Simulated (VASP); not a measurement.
# Native point defects of Co2Si, part 2 of 7

Wanted: a map of the native defects of Co2Si, all in one supercell and at one level. The start is a cell from a database of measured crystal structures.

VASP 6.6.1, plane waves and PAW; the level of theory is named at each step.

Still holding for the runs below: The magnetic state follows from one typed start and may not be the lowest. The k-mesh is coarse for a metal.

So far: The host crystal; Relaxing the host crystal.

## Step 2: Relaxing the host crystal (continued)

Level of this step: PBEsol, spin-polarised from a ferromagnetic start; plane waves and PAW (Co, Si) (VASP).

The steps of the relaxation:

```
step  energy less that of the first step (eV)  largest force (eV/Å)  pressure (GPa)  volume (Å³)
   1                                   0.0000                0.2457          -13.91       130.69
   2                                  -0.0999                0.2259           14.09       116.90
   3                                  -0.3572                0.1975           -0.12       122.99
   4                                  -0.3574                0.1960           -0.14       122.83
   5                                  -0.2949                0.1874            6.77       119.84
   6                                  -0.3572                0.1955            0.57       122.68
   7                                  -0.3673                0.1275            0.42       122.58
   8                                  -0.3713                0.1337            0.52       122.46
   9                                  -0.3773                0.0803           -0.50       122.94
  10                                  -0.3775                0.0677           -0.84       123.08
  11                                  -0.3800                0.0769            0.38       122.50
  12                                  -0.3801                0.0672            0.13       122.60
  13                                  -0.3814                0.0318            0.43       122.57
  14                                  -0.3818                0.0281            0.44       122.55
  15                                  -0.3807                0.0300           -0.53       123.01
  16                                  -0.3817                0.0276           -0.52       122.77
  17                                  -0.3819                0.0268           -0.34       122.67
```

```
conventional cell, symmetrised  before  after  change
                         a (Å)   4.918  4.796  -2.5 %
                         b (Å)   3.738  3.665  -1.9 %
                         c (Å)   7.109  6.978  -1.8 %
              volume (Å³/atom)   10.89  10.22  -6.1 %
```

The atoms that moved most (Å, as changes of fractional coordinates times the final cell):

```
atom      dx     dy      dz  length
Si10  -0.013  0.000  -0.038   0.040
Si12   0.013  0.000  -0.038   0.040
 Si9   0.013  0.000   0.038   0.040
Si11  -0.013  0.000   0.038   0.040
 Co3  -0.002  0.000  -0.021   0.021
 Co2  -0.002  0.000   0.021   0.021
 Co4   0.002  0.000   0.021   0.021
 Co1   0.002  0.000  -0.021   0.021
```

The relaxed structure:

```
Co Si
1.0
     4.79648    0.00000    0.00000
     0.00000    3.66519    0.00000
     0.00000    0.00000    6.97759
Co Si
8 4
Direct
  0.32645 0.75000 0.93503
  0.67355 0.25000 0.06497
  0.17355 0.25000 0.43503
  0.82645 0.75000 0.56497
  0.45978 0.75000 0.27964
  0.54022 0.25000 0.72036
  0.04022 0.25000 0.77964
  0.95978 0.75000 0.22036
  0.80078 0.75000 0.89446
  0.19922 0.25000 0.10554
  0.69922 0.25000 0.39446
  0.30078 0.75000 0.60554
```

Numbers from this step:

| Item | Value |
| --- | --- |
| electronic cycles | 133 |
| electrons | 88 |
| free energy (TOTEN) | -91.5166 eV |
| energy at zero smearing | -91.5176 eV |
| Fermi energy | 12.07 eV |
| moment of the cell, from the last line of the log | 1.090 μB |
| labelled metallic, from the levels on this mesh | yes |

Spin moment in the PAW sphere by atom:

```
atom  spin moment in the PAW sphere (μB)
 Co1                               0.128
 Co2                               0.128
 Co3                               0.128
 Co4                               0.128
 Co5                               0.167
 Co6                               0.167
 Co7                               0.167
 Co8                               0.167
 Si9                              -0.009
Si10                              -0.009
Si11                              -0.009
Si12                              -0.009
```

The run ended after 17 ionic steps, 0.382 eV below its first step, once forces and stress met EDIFFG = -0.03.

## Step 3: Relax the host again, on a new basis

The volume changed by more than 5 %, so the plane waves of the start no longer fit; a second relaxation removes that error.

The input, INCAR:

```
SYSTEM = Co2Si
PREC = Normal
ENCUT = 350
EDIFF = 1E-05
NELM = 120
ISMEAR = 1
SIGMA = 0.15
LREAL = Auto
ALGO = Normal
GGA = PS
NBANDS = 72
ISPIN = 2
MAGMOM = 2 2 2 2 2 2 2 2 0 0 0 0
LASPH = .TRUE.
LMAXMIX = 4
LORBIT = 11
LWAVE = .FALSE.
LCHARG = .FALSE.
KPAR = 4
NCORE = 2
IBRION = 2
NSW = 30
ISIF = 3
EDIFFG = -0.03
POTIM = 0.4
```

The input, POSCAR:

```
Co2Si
1.0
    4.7964820575      0.0000000000      0.0000000000
    0.0000000000      3.6651938110      0.0000000000
    0.0000000000      0.0000000000      6.9775942472
Co Si
8 4
Direct
    0.3264548033      0.7500000000      0.9350291531
    0.6735451967      0.2500000000      0.0649708469
    0.1735451967      0.2500000000      0.4350291531
    0.8264548033      0.7500000000      0.5649708469
    0.4597796461      0.7500000000      0.2796440527
    0.5402203539      0.2500000000      0.7203559473
    0.0402203539      0.2500000000      0.7796440527
    0.9597796461      0.7500000000      0.2203559473
    0.8007797031      0.7500000000      0.8944647382
    0.1992202969      0.2500000000      0.1055352618
    0.6992202969      0.2500000000      0.3944647382
    0.3007797031      0.7500000000      0.6055352618
```

The input, KPOINTS:

```
Automatic mesh
0
Gamma
3 4 3
0 0 0
```

The projector-augmented-wave data sets are Co and Si (PBE family, release 64).

On the command line:

```console
mpirun -np 8 vasp_std
```

The program printed:

```text
[banner, memory and clock lines left out]
running    8 mpi-ranks, on    1 nodes
 distrk:  each k-point on    2 cores,    4 groups
 distr:  one band on    2 cores,    1 groups

 POSCAR found type information on POSCAR CoSi
 POSCAR found :  2 types and      12 ions
 [... a notice as in an earlier step ...]

 LDA part: xc-table for (Slater+PW92), standard interpolation
 POSCAR, INCAR and KPOINTS ok, starting setup
 FFT: planning ... GRIDC
 FFT: planning ... GRID_SOFT
 FFT: planning ... GRID
 WAVECAR not read
 entering main loop
       N       E                     dE             d eps       ncg     rms          rms(c)
DAV:   1     0.573146657561E+03    0.57315E+03   -0.26619E+04  3456   0.113E+03
DAV:   2    -0.426779343204E+02   -0.61582E+03   -0.56701E+03  3464   0.295E+02
DAV:   3    -0.101007494907E+03   -0.58330E+02   -0.51653E+02  3736   0.109E+02
DAV:   4    -0.103014614614E+03   -0.20071E+01   -0.19893E+01  3984   0.217E+01
DAV:   5    -0.103075544200E+03   -0.60930E-01   -0.60910E-01  4456   0.308E+00    0.416E+01
DAV:   6    -0.104100659706E+03   -0.10251E+01   -0.10537E+02  4144   0.110E+02    0.312E+01
DAV:   7    -0.940516501225E+02    0.10049E+02   -0.50645E+01  4016   0.934E+01    0.242E+01
DAV:   8    -0.942271091256E+02   -0.17546E+00   -0.19476E+01  4296   0.739E+01    0.208E+01
DAV:   9    -0.914991603532E+02    0.27279E+01   -0.48110E+00  4360   0.333E+01    0.459E+00
DAV:  10    -0.914591346480E+02    0.40026E-01   -0.79170E-01  4160   0.612E+00    0.226E+00
DAV:  11    -0.914535273730E+02    0.56073E-02   -0.81591E-02  4456   0.233E+00    0.123E+00
DAV:  12    -0.914562810170E+02   -0.27536E-02   -0.12781E-02  4328   0.842E-01    0.397E-01
DAV:  13    -0.914575201123E+02   -0.12391E-02   -0.23036E-03  4512   0.333E-01    0.243E-01
DAV:  14    -0.914575907849E+02   -0.70673E-04   -0.45998E-04  4456   0.141E-01    0.102E-01
DAV:  15    -0.914575854978E+02    0.52871E-05   -0.11163E-04  3992   0.770E-02    0.455E-02
DAV:  16    -0.914575945016E+02   -0.90037E-05   -0.45478E-05  3280   0.491E-02
   1 F= -.91457595E+02 E0= -.91458870E+02  d E =-.914576E+02  mag=     1.1240
 curvature:   0.00 expect dE= 0.000E+00 dE for cont linesearch  0.000E+00
 trial: gam= 0.00000 g(F)=  0.179E-02 g(S)=  0.309E-03 ort = 0.000E+00 (trialstep = 0.100E+01)
 search vector abs. value=  0.210E-02
 bond charge predicted
       N       E                     dE             d eps       ncg     rms          rms(c)
DAV:   1    -0.914605156823E+02   -0.29302E-02   -0.26471E-01  3904   0.199E+00    0.409E-01
DAV:   2    -0.914608430125E+02   -0.32733E-03   -0.20872E-02  4488   0.133E+00    0.321E-01
DAV:   3    -0.914588894597E+02    0.19536E-02   -0.58038E-03  3936   0.800E-01    0.944E-02
DAV:   4    -0.914590299400E+02   -0.14048E-03   -0.70841E-04  4920   0.400E-01    0.178E-01
DAV:   5    -0.914587832095E+02    0.24673E-03   -0.35725E-04  4184   0.338E-01    0.303E-02
DAV:   6    -0.914587746747E+02    0.85349E-05   -0.47359E-05  3352   0.531E-02
   2 F= -.91458775E+02 E0= -.91460135E+02  d E =-.118017E-02  mag=     1.1158
[... from here on, the cycles between the ionic steps are left out ...]
   3 F= -.91458831E+02 E0= -.91460211E+02  d E =-.123625E-02  mag=     1.1152
   4 F= -.91458779E+02 E0= -.91460180E+02  d E =-.118415E-02  mag=     1.1128
   5 F= -.91458838E+02 E0= -.91460239E+02  d E =-.124372E-02  mag=     1.1148
   6 F= -.91459340E+02 E0= -.91460789E+02  d E =-.501924E-03  mag=     1.1219
   7 F= -.91459334E+02 E0= -.91460805E+02  d E =-.495974E-03  mag=     1.1243
   8 F= -.91459350E+02 E0= -.91460806E+02  d E =-.511994E-03  mag=     1.1230
   9 F= -.91459348E+02 E0= -.91460797E+02  d E =-.510271E-03  mag=     1.1224
 curvature:  -0.29 expect dE=-0.139E-03 dE for cont linesearch -0.659E-11
 trial: gam= 0.07529 g(F)=  0.397E-03 g(S)=  0.763E-04 ort =-0.309E-06 (trialstep = 0.535E+00)
 search vector abs. value=  0.498E-03
 bond charge predicted
       N       E                     dE             d eps       ncg     rms          rms(c)
DAV:   1    -0.914595939580E+02   -0.24530E-03   -0.12495E-02  3656   0.384E-01    0.585E-02
DAV:   2    -0.914596025125E+02   -0.85545E-05   -0.47482E-04  5160   0.194E-01    0.538E-02
DAV:   3    -0.914596226614E+02   -0.20149E-04   -0.17323E-04  3808   0.236E-01    0.852E-02
DAV:   4    -0.914595723647E+02    0.50297E-04   -0.10318E-04  3744   0.182E-01    0.215E-02
DAV:   5    -0.914595652406E+02    0.71241E-05   -0.12407E-05  1744   0.356E-02
  10 F= -.91459565E+02 E0= -.91461057E+02  d E =-.216748E-03  mag=     1.1237
 ZBRENT: can't locate minimum, use default step
 trial-energy change:   -0.000217  1 .order   -0.000222   -0.000254   -0.000191
 step:   2.1413(harm=  2.1817)  dis= 0.00275  next Energy=   -91.459865 (dE=-0.517E-03)
 reached required accuracy - stopping structural energy minimisation
```

It took 61 s on 8 MPI ranks of AMD EPYC 7R43, shared host; peak memory 1.1 GiB; 7.8 min of CPU time.

OUTCAR, selected parts (step 3):

```text
  LATTYP: Found a simple orthorhombic cell.
 ALAT       =     3.6651938110
 B/A-ratio  =     1.3086571420
 C/A-ratio  =     1.9037449606

 Found     12 irreducible k-points:

   dimension x,y,z NGX =    24 NGY =   18 NGZ =   32
   dimension x,y,z NGXF=    48 NGYF=   36 NGZF=   64

   ENCUT  =  350.0 eV  25.72 Ry    5.07 a.u.   7.32  5.59 10.64*2*pi/ulx,y,z

   NELECT =      88.0000    total number of electrons

 E-fermi :  12.0824

 spin component 1
 k-point     1 :       0.0000    0.0000    0.0000
  band No.  band energies     occupation
    ...
     42      11.6781      1.00046
     43      11.8493      1.02518
     44      11.9192      1.03204
     45      12.0224      0.81034
     46      12.0500      0.67853
     47      12.4981     -0.00032
     48      13.0003     -0.00000
     49      13.7610     -0.00000
     50      14.1529     -0.00000
     51      14.5274     -0.00000
    ...

 k-point     2 :       0.3333    0.0000    0.0000
  band No.  band energies     occupation
    ...
     42      11.6748      1.00042
     43      11.8728      1.03186
     44      11.9612      0.99213
     45      12.0135      0.84723
     46      12.0388      0.73495
     47      13.2500     -0.00000
     48      14.4535     -0.00000
     49      15.1350      0.00000
     50      15.3161      0.00000
     51      15.5232      0.00000
    ...

 k-point     3 :       0.0000    0.2500    0.0000
  band No.  band energies     occupation
    ...
     41      11.3605      1.00000
     42      11.6303      1.00009
     43      11.7712      1.00623
     44      11.9909      0.92443
     45      12.0277      0.78709
     46      12.4214     -0.00316
     47      12.5435     -0.00006
     48      12.8191     -0.00000
     49      13.2714     -0.00000
     50      13.3057     -0.00000
    ...

 k-point     4 :       0.3333    0.2500    0.0000
  band No.  band energies     occupation
    ...
     42      11.6655      1.00030
     43      11.7164      1.00151
     44      11.7904      1.00946
     45      12.0261      0.79451
     46      12.0693      0.57382
     47      12.5252     -0.00012
     48      13.0752     -0.00000
     49      13.4744     -0.00000
     50      13.8025     -0.00000
     51      14.4076     -0.00000
    ...

  Total        0.0232490      0.1739565      0.0679102      0.0000000      0.0000000      0.0000000
  in kB        0.3037077      2.2724359      0.8871268      0.0000000      0.0000000      0.0000000
  external PRESSURE =       1.1544234 kB  Pullay stress =       0.0000000 kB

  energy-cutoff  :      350.00
  volume of cell :      122.65
      direct lattice vectors                 reciprocal lattice vectors
     4.795852062 -0.000000000  0.000000000     0.208513521 -0.000000000  0.000000000
     0.000000000  3.669056969  0.000000000     0.000000000  0.272549597  0.000000000
     0.000000000  0.000000000  6.970107308     0.000000000  0.000000000  0.143469814

 POSITION                                       TOTAL-FORCE (eV/Angst)
 -----------------------------------------------------------------------------------
      1.56312      2.75179      6.51739         0.008499     -0.000000      0.000524
      3.23273      0.91726      0.45272        -0.008499      0.000000     -0.000524
      0.83480      0.91726      3.03234        -0.008499      0.000000      0.000524
      3.96105      2.75179      3.93777         0.008499     -0.000000     -0.000524
      2.21073      2.75179      1.95469         0.021085     -0.000000     -0.015111
      2.58512      0.91726      5.01542        -0.021085      0.000000      0.015111
      0.18719      0.91726      5.43974        -0.021085      0.000000     -0.015111
      4.60866      2.75179      1.53037         0.021085     -0.000000      0.015111
      3.84203      2.75179      6.23569        -0.021841      0.000000      0.007858
      0.95382      0.91726      0.73442         0.021841     -0.000000     -0.007858
      3.35175      0.91726      2.75063         0.021841     -0.000000      0.007858
      1.44410      2.75179      4.21947        -0.021841      0.000000     -0.007858
 -----------------------------------------------------------------------------------
    total drift:                                0.000000      0.000000      0.000000

  FREE ENERGIE OF THE ION-ELECTRON SYSTEM (eV)
  ---------------------------------------------------
  free  energy   TOTEN  =       -91.4595652406 eV

  energy  without entropy=      -91.4640420134  energy(sigma->0) =      -91.46105750

 total charge
# of ion       s       p       d       tot
------------------------------------------
    1        0.475   0.630   7.525   8.630
    2        0.475   0.630   7.525   8.630
    3        0.475   0.630   7.525   8.630
    4        0.475   0.630   7.525   8.630
    5        0.459   0.606   7.472   8.537
    6        0.459   0.606   7.472   8.537
    7        0.459   0.606   7.472   8.537
    8        0.459   0.606   7.472   8.537
    9        0.732   0.928   0.000   1.660
   10        0.732   0.928   0.000   1.660
   11        0.732   0.928   0.000   1.660
   12        0.732   0.928   0.000   1.660
--------------------------------------------------
tot          6.667   8.657  59.986  75.310

 magnetization (x)
# of ion       s       p       d       tot
------------------------------------------
    1       -0.002  -0.005   0.132   0.125
    2       -0.002  -0.005   0.132   0.125
    3       -0.002  -0.005   0.132   0.125
    4       -0.002  -0.005   0.132   0.125
    5       -0.001  -0.004   0.184   0.179
    6       -0.001  -0.004   0.184   0.179
    7       -0.001  -0.004   0.184   0.179
    8       -0.001  -0.004   0.184   0.179
    9       -0.002  -0.007   0.000  -0.009
   10       -0.002  -0.007   0.000  -0.009
   11       -0.002  -0.007   0.000  -0.009
   12       -0.002  -0.007   0.000  -0.009
--------------------------------------------------
tot         -0.016  -0.065   1.262   1.181

[... 4 parts as in an earlier step ...]

[... 11 further parts left out ...]
```

The steps of the relaxation:

```
step  energy less that of the first step (eV)  largest force (eV/Å)  pressure (GPa)  volume (Å³)
   1                                   0.0000                0.0944           -0.18       122.67
   2                                  -0.0012                0.0491            0.46       122.50
   3                                  -0.0012                0.0403            0.25       122.47
   4                                  -0.0012                0.0336            0.59       122.41
   5                                  -0.0012                0.0405            0.55       122.45
   6                                  -0.0017                0.0334            0.09       122.62
   7                                  -0.0017                0.0380            0.01       122.68
   8                                  -0.0018                0.0353           -0.09       122.65
   9                                  -0.0018                0.0345            0.01       122.63
  10                                  -0.0020                0.0259            0.12       122.65
```

```
conventional cell, symmetrised  before  after  change
                         a (Å)   4.796  4.796  -0.0 %
                         b (Å)   3.665  3.669  +0.1 %
                         c (Å)   6.978  6.970  -0.1 %
              volume (Å³/atom)   10.22  10.22  -0.0 %
```

The relaxed structure:

```xyz
12
Lattice="4.7959 0.0000 0.0000 0.0000 3.6691 0.0000 0.0000 0.0000 6.9701" Properties=species:S:1:pos:R:3 pbc="T T T"
Co    1.5631    2.7518    6.5174
Co    3.2327    0.9173    0.4527
Co    0.8348    0.9173    3.0323
Co    3.9610    2.7518    3.9378
Co    2.2107    2.7518    1.9547
Co    2.5851    0.9173    5.0154
Co    0.1872    0.9173    5.4397
Co    4.6087    2.7518    1.5304
Si    3.8420    2.7518    6.2357
Si    0.9538    0.9173    0.7344
Si    3.3517    0.9173    2.7506
Si    1.4441    2.7518    4.2195
```

Numbers from this step:

- electronic cycles: 63
- free energy (TOTEN): -91.4596 eV
- energy at zero smearing: -91.4611 eV
- Fermi energy: 12.08 eV
- moment of the cell, from the last line of the log: 1.124 μB

The run ended after 10 ionic steps, 0.002 eV below its first step, once forces and stress met EDIFFG = -0.03.

[end of part 2 of 7]

[Lines on the potential files, build, host, timing and source positions are cut from VASP's logs without a mark.]

[Logs are printed without paths, hosts, clocks, repeated set-up lines and the standing remarks that a program may print on its own settings, such as how far it seeks lower states.]

[Hosts, paths, dates, database ids (printed as entryN), source tags and the programs' standing remarks are cut or masked in the printed files.]

[In band tables of VASP the shares of atoms and orbitals are scaled to a sum of 1 inside the atoms' spheres.]

[Runs that stopped without an error message from VASP are left out.]
